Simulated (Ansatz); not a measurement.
Defect calculation, host KBr

These are results of DFT PBE, scalar-relativistic, plane waves, PAW in Ansatz, not measurements. Settings: 420 eV cutoff, 2×2×2 k-mesh, shifted by half a step, Gaussian smearing of 0.01 eV, collinear spin in charge 0 alone.

Host crystal, relaxed:

```yaml
crystal:
  lattice:
    - [0.00000, 3.34997, 3.34997]
    - [3.34997, 0.00000, 3.34997]
    - [3.34997, 3.34997, 0.00000]
  atoms:
    - { symbol: K, position: [0.00000, 0.00000, 0.00000] }
    - { symbol: Br, position: [0.50000, 0.50000, 0.50000] }
```

Supercell of 32 atoms, rows in host cell vectors: 1 1 -3; 1 1 1; 1 -3 1. Atoms relax at the host's cell, keeping the symmetry that the supercell leaves at the site. The cell is small, so energies carry finite-size errors of tenths of an eV. The host's Kohn–Sham gap is 4.32 eV. Atoms are taken from and returned to the elements' standard states.

The defect is an interstitial at (0.250, 0.250, 0.250) of the host cell.

| charge | E_f at the valence band top (eV) | moment (μB) | largest move (Å) | atoms near the site |
| --- | --- | --- | --- | --- |
| 0 | 1.72 | 1.00 | 0.45 | 4 K at 3.11 Å, 4 Br at 3.36 Å |

Which element is it? Judge by the nearest distance in charge 0 and covalent radii.
A. Br
B. Ta
C. Sb
D. Sn
E. Hg

A. The nearest neighbour is K at 3.11 Å, and the summed covalent radii with K are 3.23 Å for Br, 3.35 Å for Hg, 3.42 Å for Sb, 3.42 Å for Sn, 3.73 Å for Ta, so Br fits best. Bonds can miss such sums by a tenth of an ångström or more.